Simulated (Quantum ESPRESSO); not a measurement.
# MgS (P-6m2) in Quantum ESPRESSO: convergence with k mesh

Aim: find how far k mesh must go before the results for MgS settle, at PBE. This setting moves, with any that are tied to it; all else stays.

Everything below comes from runs of Quantum ESPRESSO 7.5. Logs are shortened: lines on timing, memory, paths and dates and some standing lists are left out, and cuts for length are marked.

### 1 The crystal as given

The structure is hexagonal, space group P-6m2 (No. 187). The conventional cell has a = 3.611 Å, b = 3.611 Å, c = 3.305 Å, α = 90.00°, β = 90.00°, γ = 120.00°. Around Mg (site symmetry -6m2) lie 6 S at 2.66 Å. Around S (site symmetry -6m2) lie 6 Mg at 2.66 Å.

The cell was built by a generator and needn't be a form met in nature.

### 2 With k mesh 1 × 1 × 1

Input file pw.in:

```
&CONTROL
  calculation = 'scf'
  prefix = 'pwscf'
  outdir = './tmp'
  pseudo_dir = './pseudo'
  tprnfor = .true.
  tstress = .true.
  disk_io = 'nowf'
/
&SYSTEM
  ibrav = 0
  nat = 2
  ntyp = 2
  ecutwfc = 45
  ecutrho = 270
  nbnd = 14
  occupations = 'smearing'
  smearing = 'gaussian'
  degauss = 0.00999582
/
&ELECTRONS
  conv_thr = 4d-10
  electron_maxstep = 120
  mixing_beta = 0.5
/
ATOMIC_SPECIES
Mg    24.3050 Mg.GGA_PBE-JTH.UPF
S     32.0600 S.GGA_PBE-JTH.UPF
CELL_PARAMETERS angstrom
   3.6109100000    0.0000000000    0.0000000000
  -1.8054500000    3.1271400000    0.0000000000
   0.0000000000    0.0000000000    3.3052600000
ATOMIC_POSITIONS crystal
Mg     0.0000000000    0.0000000000    0.5000000000
S      0.6666700000    0.3333300000    0.0000000000
K_POINTS automatic
1 1 1 0 0 0
```

Potentials or basis: JTH 2.0 PBE.

Launch:

```console
OMP_NUM_THREADS=1 pw.x -in pw.in > pw.out
```

pw.out:

```text
This program is part of the open-source Quantum ESPRESSO suite
     for quantum simulation of materials; please cite
         "P. Giannozzi et al., J. Phys.:Condens. Matter 21 395502 (2009);
         "P. Giannozzi et al., J. Phys.:Condens. Matter 29 465901 (2017);
         "P. Giannozzi et al., J. Chem. Phys. 152 154105 (2020);
     in publications or presentations arising from this work. More details at

     file Mg.GGA_PBE-JTH.UPF: wavefunction(s)  3P renormalized
     file S.GGA_PBE-JTH.UPF: wavefunction(s)  3S 0S 3P 0P renormalized
     Message from routine setup:
     using ibrav=0 with symmetry is DISCOURAGED, use correct ibrav instead

     G-vector sticks info
     --------------------
     sticks:   dense  smooth     PW     G-vecs:    dense   smooth      PW
     Sum         859     583    151                18831    10281    1291

     Using Slab Decomposition

     bravais-lattice index     =            0
     lattice parameter (alat)  =       6.8236  a.u.
     unit-cell volume          =     251.8641 (a.u.)^3
     number of atoms/cell      =            2
     number of atomic types    =            2
     number of electrons       =        16.00
     number of Kohn-Sham states=           14
     kinetic-energy cutoff     =      45.0000  Ry
     charge density cutoff     =     270.0000  Ry
     scf convergence threshold =      4.0E-10
     mixing beta               =       0.5000
     number of iterations used =            8  plain     mixing
     Exchange-correlation= SLA PW PBX PBC
                           (   1   4   3   4   0   0   0)

     celldm(1)=   6.823631  celldm(2)=   0.000000  celldm(3)=   0.000000
     celldm(4)=   0.000000  celldm(5)=   0.000000  celldm(6)=   0.000000

     crystal axes: (cart. coord. in units of alat)
               a(1) = (   1.000000   0.000000   0.000000 )
               a(2) = (  -0.499999   0.866025   0.000000 )
               a(3) = (   0.000000   0.000000   0.915354 )

     reciprocal axes: (cart. coord. in units 2 pi/alat)
               b(1) = (  1.000000  0.577349 -0.000000 )
               b(2) = (  0.000000  1.154700  0.000000 )
               b(3) = (  0.000000 -0.000000  1.092474 )

     PseudoPot. # 1 for Mg read from file:
     Mg.GGA_PBE-JTH.UPF
     Pseudo is Projector augmented-wave + core cor, Zval = 10.0
     Generated using ATOMPAW code
     Shape of augmentation charge: SINC**2
     Using radial grid of  976 points,  4 beta functions with:
                l(1) =   0
                l(2) =   0
                l(3) =   1
                l(4) =   1
     Q(r) pseudized with 0 coefficients

     PseudoPot. # 2 for S  read from file:
     S.GGA_PBE-JTH.UPF
     Pseudo is Projector augmented-wave + core cor, Zval =  6.0
     Generated using ATOMPAW code
     Shape of augmentation charge: SINC**2
     Using radial grid of  999 points,  4 beta functions with:
                l(1) =   0
                l(2) =   0
                l(3) =   1
                l(4) =   1
     Q(r) pseudized with 0 coefficients

     atomic species   valence    mass     pseudopotential
     Mg               10.00    24.30500     Mg( 1.00)
     S                 6.00    32.06000     S ( 1.00)

      2 Sym. Ops. (no inversion) found

   Cartesian axes

     site n.     atom                  positions (alat units)
         1        Mg     tau(   1) = (   0.0000000   0.0000000   0.4576769  )
         2        S      tau(   2) = (   0.5000055   0.2886723   0.0000000  )

     number of k points=     1  Gaussian smearing, width (Ry)=  0.0100
                       cart. coord. in units 2pi/alat
        k(    1) = (   0.0000000   0.0000000   0.0000000), wk =   2.0000000

     Dense  grid:    18831 G-vectors     FFT dimensions: (  36,  36,  36)

     Smooth grid:    10281 G-vectors     FFT dimensions: (  30,  30,  27)

     Check: negative core charge=   -0.000008

     Initial potential from superposition of free atoms

     starting charge      15.9990, renormalised to      16.0000

     negative rho (up, down):  5.371E-02 0.000E+00
     Starting wfcs are   16 randomized atomic wfcs

     Self-consistent Calculation

     iteration #  1     ecut=    45.00 Ry     beta= 0.50
     Davidson diagonalization with overlap
     ethr =  1.00E-02,  avg # of iterations =  6.0

     negative rho (up, down):  6.185E-02 0.000E+00

     total energy              =    -207.15033705 Ry
     estimated scf accuracy    <       0.39679423 Ry

     iteration #  2     ecut=    45.00 Ry     beta= 0.50
     Davidson diagonalization with overlap
     ethr =  2.48E-03,  avg # of iterations =  2.0

     negative rho (up, down):  6.343E-02 0.000E+00

     total energy              =    -207.23496185 Ry
     estimated scf accuracy    <       0.01644903 Ry

     iteration #  3     ecut=    45.00 Ry     beta= 0.50
     Davidson diagonalization with overlap
     ethr =  1.03E-04,  avg # of iterations =  2.0

     negative rho (up, down):  6.438E-02 0.000E+00

     total energy              =    -207.23845123 Ry
     estimated scf accuracy    <       0.00403164 Ry

     iteration #  4     ecut=    45.00 Ry     beta= 0.50
     Davidson diagonalization with overlap
     ethr =  2.52E-05,  avg # of iterations =  2.0

     negative rho (up, down):  6.405E-02 0.000E+00

     total energy              =    -207.23878090 Ry
     estimated scf accuracy    <       0.00005057 Ry

     iteration #  5     ecut=    45.00 Ry     beta= 0.50
     Davidson diagonalization with overlap
     ethr =  3.16E-07,  avg # of iterations =  4.0

     negative rho (up, down):  6.369E-02 0.000E+00

     total energy              =    -207.23879844 Ry
     estimated scf accuracy    <       0.00000460 Ry

     iteration #  6     ecut=    45.00 Ry     beta= 0.50
     Davidson diagonalization with overlap
     ethr =  2.87E-08,  avg # of iterations =  2.0

     negative rho (up, down):  6.369E-02 0.000E+00

     total energy              =    -207.23879835 Ry
     estimated scf accuracy    <       0.00000130 Ry

     iteration #  7     ecut=    45.00 Ry     beta= 0.50
     Davidson diagonalization with overlap
     ethr =  8.10E-09,  avg # of iterations =  2.0

     negative rho (up, down):  6.369E-02 0.000E+00

     total energy              =    -207.23879848 Ry
     estimated scf accuracy    <       0.00000007 Ry

     iteration #  8     ecut=    45.00 Ry     beta= 0.50
     Davidson diagonalization with overlap
     ethr =  4.08E-10,  avg # of iterations =  2.0

     negative rho (up, down):  6.369E-02 0.000E+00

     total energy              =    -207.23879850 Ry
     estimated scf accuracy    <          1.7E-09 Ry

     iteration #  9     ecut=    45.00 Ry     beta= 0.50
     Davidson diagonalization with overlap
     ethr =  1.06E-11,  avg # of iterations =  2.0

     negative rho (up, down):  6.369E-02 0.000E+00

     End of self-consistent calculation

          k = 0.0000 0.0000 0.0000 (  1291 PWs)   bands (ev):

   -69.2160 -35.9648 -35.9648 -35.9499  -4.9827   7.1778   7.1778   7.2669
     9.7745  13.1627  14.4814  14.4814  18.5832  21.2792

     the Fermi energy is     8.0743 ev

!    total energy              =    -207.23879850 Ry
     total all-electron energy =      -207.238799 Ry
     estimated scf accuracy    <          7.7E-11 Ry
     smearing contrib. (-TS)   =      -0.00000000 Ry
     internal energy E=F+TS    =    -207.23879850 Ry

     The total energy is F=E-TS. E is the sum of the following terms:
     one-electron contribution =    -102.78197800 Ry
     hartree contribution      =      32.86015860 Ry
     xc contribution           =     -19.72358343 Ry
     ewald contribution        =     -74.84248437 Ry
     one-center paw contrib.   =     -42.75091130 Ry

     convergence has been achieved in   9 iterations

     negative rho (up, down):  6.369E-02 0.000E+00

     Forces acting on atoms (cartesian axes, Ry/au):

     atom    1 type  1   force =    -0.00000004    0.00000106    0.00000000
     atom    2 type  2   force =     0.00000004   -0.00000106    0.00000000

     Total force =     0.000002     Total SCF correction =     0.000006
     SCF correction compared to forces is large: reduce conv_thr to get better values

     Computing stress (Cartesian axis) and pressure

     negative rho (up, down):  6.369E-02 0.000E+00
          total   stress  (Ry/bohr**3)                   (kbar)     P=      306.29
   0.00232376   0.00000001   0.00000000          341.84        0.00        0.00
   0.00000001   0.00232377   0.00000000            0.00      341.84        0.00
   0.00000000   0.00000000   0.00159891            0.00        0.00      235.21

=------------------------------------------------------------------------------=
   JOB DONE.
=------------------------------------------------------------------------------=
```

Wall time 2 s (1 thread of Arm Neoverse V1, shared host); peak memory 0.05 GiB.

What came out:

```
Free energy            : -2819.6275 eV
Pressure               : 30.6 GPa
Band gap on the k mesh : 2.51 eV, direct
```

### 3 With k mesh 3 × 3 × 2

pw.in, as its differences from that of step 2:

```diff
@@ -36,2 +36,2 @@
 K_POINTS automatic
-1 1 1 0 0 0
+3 3 2 0 0 0
```

Potentials or basis: JTH 2.0 PBE.

Launch:

```console
OMP_NUM_THREADS=1 pw.x -in pw.in > pw.out
```

Wall time 3.6 s (1 thread of Arm Neoverse V1, shared host); peak memory 0.05 GiB.

Results:

* Free energy: -2827.4016 eV
* Pressure: 4.2 GPa
* Band gap on the k mesh: 1.92 eV, indirect (least direct gap 2.70 eV)

### 4 With k mesh 4 × 4 × 4

pw.in, as its differences from that of step 3:

```diff
@@ -36,2 +36,2 @@
 K_POINTS automatic
-3 3 2 0 0 0
+4 4 4 0 0 0
```

Launch:

```console
OMP_NUM_THREADS=1 pw.x -in pw.in > pw.out
```

Wall time 8.6 s (1 thread of Arm Neoverse V1, shared host); peak memory 0.05 GiB.

Results:

```
Free energy            : -2828.1459 eV
Pressure               : 0.6 GPa
Band gap on the k mesh : 1.21 eV, indirect (least direct gap 2.09 eV)
```

### 5 With k mesh 5 × 5 × 5

pw.in, as its differences from that of step 4:

```diff
@@ -36,2 +36,2 @@
 K_POINTS automatic
-4 4 4 0 0 0
+5 5 5 0 0 0
```

Launch:

```console
OMP_NUM_THREADS=1 pw.x -in pw.in > pw.out
```

Run time: 11 s. Hardware: 1 thread of Arm Neoverse V1, shared host; peak memory 0.05 GiB.

What came out:

| Quantity | Value |
| --- | --- |
| Free energy | -2828.1976 eV |
| Pressure | 0.3 GPa |
| Band gap on the k mesh | 2.01 eV, indirect (least direct gap 2.79 eV) |

### 6 With k mesh 7 × 7 × 6

pw.in, as its differences from that of step 5:

```diff
@@ -36,2 +36,2 @@
 K_POINTS automatic
-5 5 5 0 0 0
+7 7 6 0 0 0
```

Potentials or basis: JTH 2.0 PBE.

Launch:

```console
OMP_NUM_THREADS=1 pw.x -in pw.in > pw.out
```

Wall time 24 s (1 thread of Arm Neoverse V1, shared host); peak memory 0.07 GiB.

The run converged. Its results:

| Property | Result |
| --- | --- |
| Free energy | -2828.2119 eV |
| Pressure | 0.2 GPa |
| Band gap on the k mesh | 1.41 eV, indirect (least direct gap 2.31 eV) |

### 7 With k mesh 8 × 8 × 7

pw.in, as its differences from that of step 6:

```diff
@@ -36,2 +36,2 @@
 K_POINTS automatic
-7 7 6 0 0 0
+8 8 7 0 0 0
```

Launch:

```console
OMP_NUM_THREADS=1 pw.x -in pw.in > pw.out
```

Wall time 32 s (1 thread of Arm Neoverse V1, shared host); peak memory 0.08 GiB.

It converged, with:

```yaml
Free_energy: -2828.2149 eV
Pressure: 0.2 GPa
Band_gap_on_the_k_mesh: 1.40 eV, indirect (least direct gap 2.40 eV)
```

### 8 With k mesh 9 × 9 × 8

pw.in, as its differences from that of step 7:

```diff
@@ -36,2 +36,2 @@
 K_POINTS automatic
-8 8 7 0 0 0
+9 9 8 0 0 0
```

Launch:

```console
OMP_NUM_THREADS=1 pw.x -in pw.in > pw.out
```

Wall time 48 s (1 thread of Arm Neoverse V1, shared host); peak memory 0.1 GiB.

It converged, with:

```
Free energy            : -2828.2159 eV
Pressure               : 0.2 GPa
Band gap on the k mesh : 1.29 eV, indirect (least direct gap 2.24 eV)
```

### 9 With k mesh 11 × 11 × 10

pw.in, as its differences from that of step 8:

```diff
@@ -36,2 +36,2 @@
 K_POINTS automatic
-9 9 8 0 0 0
+11 11 10 0 0 0
```

Potentials or basis: JTH 2.0 PBE.

Launch:

```console
OMP_NUM_THREADS=1 pw.x -in pw.in > pw.out
```

It took 82 s on 1 thread of Arm Neoverse V1, shared host; peak memory 0.15 GiB.

Results (log left out):

```yaml
Free_energy: -2828.2165 eV
Pressure: 0.2 GPa
Band_gap_on_the_k_mesh: 1.26 eV, indirect (least direct gap 2.20 eV)
```

### 10 With k mesh 13 × 13 × 11

pw.in, as its differences from that of step 9:

```diff
@@ -36,2 +36,2 @@
 K_POINTS automatic
-11 11 10 0 0 0
+13 13 11 0 0 0
```

Launch:

```console
OMP_NUM_THREADS=1 pw.x -in pw.in > pw.out
```

It took 1.9 min on 1 thread of Arm Neoverse V1, shared host; peak memory 0.19 GiB.

Results (log left out):

```yaml
Free_energy: -2828.2166 eV
Pressure: 0.2 GPa
Band_gap_on_the_k_mesh: 1.32 eV, indirect (least direct gap 2.30 eV)
```

### 11 Result

```tsv
k mesh	energy less the tightest run, at zero smearing (meV/atom)	pressure (GPa)	gap on the mesh (eV)	SCF cycles	CPU time (s)	peak memory (GiB)
1 × 1 × 1	4294.53	30.63	2.508	9	2	0.05
3 × 3 × 2	407.46	4.20	1.915	8	3.6	0.05
4 × 4 × 4	35.32	0.62	1.214	9	8.6	0.05
5 × 5 × 5	9.47	0.28	2.013	9	11	0.05
7 × 7 × 6	2.31	0.18	1.405	9	24	0.07
8 × 8 × 7	0.80	0.16	1.398	9	32	0.08
9 × 9 × 8	0.31	0.16	1.292	9	48	0.1
11 × 11 × 10	0.03	0.15	1.258	9	82	0.15
13 × 13 × 11	0.00	0.15	1.324	9	120	0.19
```

Against the tightest run, the energy stays within 1 meV/atom from 8 × 8 × 7 on; the pressure stays within 0.1 GPa from 7 × 7 × 6 on. Not settled before the last step: the gap on the mesh (to 0.01 eV). Meshes of other sizes hit other points, so gaps and Fermi surfaces needn't settle smoothly. The tightest run that finished is the yardstick and may itself not be fully converged.

Caveats: the cutoff is low for these files, which shifts pressure and relaxed volume; an odd mesh through Γ misses points on the zone boundary, where band edges often lie.
